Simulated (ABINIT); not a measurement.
# A GW chain in ABINIT: AlN (F-43m), part 3 of 3

Aim: the G0W0 gap of AlN (F-43m) on PBE, step by step.

ABINIT 10.8.3; PBE and many-body steps on it, plane waves. Known limits of the many-body steps: not at the basis limit.

So far. Step 4 (Empty states on the mesh, 6×6×6 mesh, 33 bands): On this mesh the gap is 3.325 eV. Step 5 (Screening, 6×6×6 mesh, 29 bands, screening to 130.6 eV): Local fields lower ε∞ by 9 %.

**6. Self-energy, 6×6×6 mesh, 29 bands, screening to 130.6 eV**

The self-energy is evaluated for the states that the input lists, and the levels follow from it, in one-shot runs by the linearised quasiparticle equation.

This step: G0W0 on PBE, plane waves, norm-conserving pseudopotentials.

Contents of run.abi:

```
acell 3*1.0 Angstrom
rprim 
  -0.000000000000 2.183993559600 2.183993559600
  2.183993559600 -0.000000000000 2.183993559600
  2.183993559600 2.183993559600 -0.000000000000
ntypat 2
znucl 13 7
natom 2
typat 1 2
xred 
  0.000000000000 0.000000000000 0.000000000000
  0.750000000000 0.750000000000 0.750000000000
pp_dirpath "pseudos"
pseudos "Al.upf, N.upf"
ecut 36
ngkpt 6 6 6
nshiftk 1
shiftk 0 0 0
kptopt 1
chksymbreak 0
istwfk *1
occopt 1
irdwfk 1
optdriver 4
nband 29
gwcalctyp 0
ecutsigx 36
symsigma 1
nkptgw 2
kptgw 
  0.0000000000 0.0000000000 0.0000000000
  0.5000000000 0.5000000000 0.0000000000
bdgw 
  2 8
  3 6
ecuteps 4.8
irdscr 1
ppmodel 1
indata_prefix "in"
outdata_prefix "out"
tmpdata_prefix "tmp"
```

Run with:

```console
$ OMP_NUM_THREADS=1 mpirun -n 4 abinit run.abi > log
```

Numbers of over 12 decimals in the logs are rounded to 6 here.

Output:

```text
.Version 10.8.3 of ABINIT. v10.8.2 released Aug 2026.

 Symmetries : space group F-4 3 m (#216); Bravais cF (face-center cubic)
[... echo of the input left out ...]
== DATASET  1 ==================================================================
-   mpi_nproc: 4, omp_nthreads: 1 (-1 if OMP is not activated)

--- !DatasetInfo
iteration_state: {dtset: 1, }
dimensions: {natom: 2, nkpt: 16, mband: 29, nsppol: 1, nspinor: 1, nspden: 1, mpw: 1464, }
cutoff_energies: {ecut:  36.0, pawecutdg:  -1.0, }
electrons: {nelect:   8.00000000E+00, charge:   0.00000000E+00, occopt:   1.00000000E+00, tsmear:   1.00000000E-02, }

 SIGMA: Calculation of the GW corrections

 Based on a program developped by R.W. Godby, V. Olevano, G. Onida, and L. Reining.
 Incorporated in ABINIT by V. Olevano, G.-M. Rignanese, and M. Torrent.
.Using double precision arithmetic ; gwpc =  8

[... cell and pseudopotentials left out ...]
--------------------------------------------------------------------------------

 ==== K-mesh for the wavefunctions ====
 Number of points in the irreducible wedge :    16
[... list of points left out ...]
 Together with 24 symmetry operations and time-reversal symmetry
 yields   216 points in the full Brillouin Zone.

 ==== Q-mesh for screening function ====
 Number of points in the irreducible wedge :    16
[... list of points left out ...]
 Together with 24 symmetry operations and time-reversal symmetry
 yields   216 points in the full Brillouin Zone.

 vcoul_init : cutoff-mode = AUXILIARY_FUNCTION
 q-points for optical limit:   1
     1)      0.000010    0.000020    0.000030
 setmesh: FFT mesh size selected  =    32x   32x   32
          total number of points  =        32768

 Number of electrons calculated from density =    8.0000; Expected =    8.0000
 average of density, n =  0.056900
 r_s =    1.6129
 omega_plasma =   23.0097 [eV]

 === KS Band Gaps ===
  >>>> For spin  1
   Minimum direct gap =   4.1921 [eV], located at k-point      :   0.0000  0.0000  0.0000
   Fundamental gap    =   3.3248 [eV], Top of valence bands at :   0.0000  0.0000  0.0000
                                       Bottom of conduction at :   0.5000  0.5000  0.0000
 SIGMA fundamental parameters:
 PLASMON POLE MODEL  1
 number of plane-waves for SigmaX                 1459
 number of plane-waves for SigmaC and W             65
 number of plane-waves for wavefunctions          1459
 number of bands                                    29
 number of independent spin polarizations            1
 number of spinorial components                      1
 number of k-points in IBZ                          16
 number of q-points in IBZ                          16
 number of symmetry operations                      24
 number of k-points in BZ                          216
 number of q-points in BZ                          216
 number of frequencies for dSigma/dE                 9
 frequency step for dSigma/dE [eV]                0.25
 number of omega for Sigma on real axis              0
 max omega for Sigma on real axis  [eV]           0.00
 zcut for avoiding poles [eV]                     0.10

 EPSILON^-1 parameters (SCR file):
 dimension of the eps^-1 matrix on file             65
 dimension of the eps^-1 matrix used                65
 number of plane-waves for wavefunctions          1459
 number of bands                                    29
 number of q-points in IBZ                          16
 number of frequencies                               2
 number of real frequencies                          1
 number of imag frequencies                          1

 matrix elements of self-energy operator (all in [eV])

 Perturbative Calculation

--- !SelfEnergy_ee
iteration_state: {dtset: 1, }
kpoint     : [   0.000,    0.000,    0.000, ]
spin       : 1
KS_gap     :    4.192
QP_gap     :    5.442
Delta_QP_KS:    1.249
data: !SigmaeeData |
     Band     E0 <VxcDFT>   SigX SigC(E0)      Z dSigC/dE  Sig(E)    E-E0       E
        2   5.159 -16.959 -20.996   3.530   0.791  -0.264 -17.360  -0.401   4.758
        3   5.159 -16.959 -20.996   3.530   0.791  -0.264 -17.360  -0.401   4.758
        4   5.159 -16.959 -20.996   3.530   0.791  -0.264 -17.360  -0.401   4.758
        5   9.351 -12.531  -8.056  -3.440   0.820  -0.220 -11.683   0.849  10.199
        6  17.748  -9.892  -4.092  -4.672   0.816  -0.225  -8.971   0.920  18.668
        7  17.748  -9.892  -4.092  -4.672   0.816  -0.225  -8.971   0.920  18.668
        8  17.748  -9.892  -4.092  -4.672   0.816  -0.225  -8.971   0.920  18.668

--- !SelfEnergy_ee
iteration_state: {dtset: 1, }
kpoint     : [   0.500,    0.500,    0.000, ]
spin       : 1
KS_gap     :    5.100
QP_gap     :    6.412
Delta_QP_KS:    1.312
data: !SigmaeeData |
     Band     E0 <VxcDFT>   SigX SigC(E0)      Z dSigC/dE  Sig(E)    E-E0       E
        3   3.383 -15.432 -20.146   3.746   0.787  -0.271 -16.193  -0.762   2.621
        4   3.383 -15.432 -20.146   3.746   0.787  -0.271 -16.193  -0.762   2.621
        5   8.483  -9.206  -5.016  -3.532   0.837  -0.195  -8.655   0.550   9.034
        6  13.810  -9.461  -4.383  -4.062   0.839  -0.192  -8.608   0.853  14.663

== END DATASET(S) ==============================================================
================================================================================

 -outvars: echo values of variables after computation  --------
           etotal      0.0000000000E+00
            nband          29
             nkpt          16
          spgroup         216
 [... the other variables as echoed above ...]

 Calculation completed.
```

Elapsed: 4.4 s, on 4 MPI ranks of Arm Neoverse N1, shared host; peak memory 0.44 GiB.

Numbers from this step:

- G0W0 gap on the points computed: 4.276 eV
- starting gap on the mesh: 3.325 eV
- k of the valence top: 0, 0, 0
- k of the conduction bottom: 0.5, 0.5, 0
- Z at the valence top: 0.791
- Z at the conduction bottom: 0.837
- least direct G0W0 gap on the computed points: 5.441 eV

The gap on the mesh goes from 3.32 eV to 4.28 eV, a correction of +0.95 eV.

Limits: finite bands, cutoff and mesh. v1 is the top filled band, c1 the lowest empty one. Levels before and after the correction, in eV, zero at the valence-band top of each column:

```
           conduction bottom  valence top
Kohn-Sham               3.32         0.00
     G0W0               4.28         0.00
```

```
                       level  energy (eV)
Kohn-Sham            Γ v3-v1        0.000
Kohn-Sham               Γ c1        4.192
Kohn-Sham            Γ c2-c4       12.589
Kohn-Sham  (0.5 0.5 0) v2-v1       -1.776
Kohn-Sham     (0.5 0.5 0) c1        3.325
Kohn-Sham     (0.5 0.5 0) c2        8.652
     G0W0            Γ v3-v1        0.000
     G0W0               Γ c1        5.441
     G0W0            Γ c2-c4       13.910
     G0W0  (0.5 0.5 0) v2-v1       -2.137
     G0W0     (0.5 0.5 0) c1        4.276
     G0W0     (0.5 0.5 0) c2        9.905
```

**7. Where the time went**

Times are wall times on 4 MPI ranks of Arm Neoverse N1, shared host, good to a factor of about two.

```
                          step   time  share  memory (GiB)
                  ground state  6.4 s   15 %          0.26
bands along the symmetry lines  5.4 s   13 %          0.24
      empty states on the mesh  6.4 s   15 %          0.24
                     screening   19 s   46 %          0.45
                   self-energy  4.4 s   11 %          0.44
```

**8. Results**

| Item | Value |
| --- | --- |
| PBE gap | 3.32 eV, indirect |
| G0W0 gap on the mesh | 4.28 eV |
| GW settings | 6×6×6 mesh, 29 bands, screening to 130.6 eV, Godby-Needs plasmon pole |
| known limits | not at the basis limit |

**Reading.** G0W0 moves the gap on the mesh from 3.32 eV to 4.28 eV (+0.95 eV), with Z of 0.79 and 0.84 at the edges. Local fields lower the RPA ε∞ on this mesh from 4.78 to 4.36. Only 2 of the mesh's irreducible points were corrected, so a valley elsewhere could overtake. The dearest step here is «screening». Bands and cutoff are finite, so the gap is not at the basis limit. The miss can reach some tenths of an eV and take either sign; the mesh is an error of its own. In the G0W0 run levels were corrected at 2 k points alone, so a gap called «on the mesh» is the least over those, and an edge elsewhere would be missed.

[Paths, hosts, dates, memory and timing lines, banners, echoed tables and standing remarks are left out of the program output.]

[Logs are printed without paths, hosts, clocks, repeated set-up lines and the standing remarks that a program may print on its own settings, such as how far it seeks lower states.]

[Runs of the session that timed out or met a known fault of the program may be left out.]

[Hosts, paths, dates, database ids (printed as entryN), source tags and the programs' standing remarks are cut or masked in the printed files.]

[G0W0 gaps are taken among the corrected bands and points alone; a level outside them can change the order at an edge.]

[Where Ansatz stands beside ABINIT at settings called matched, ABINIT's density can come from a denser mesh and the files from another edition; pairs whose starting gaps differed by over 0.03 eV were left out, so agreement reads better than it is.]
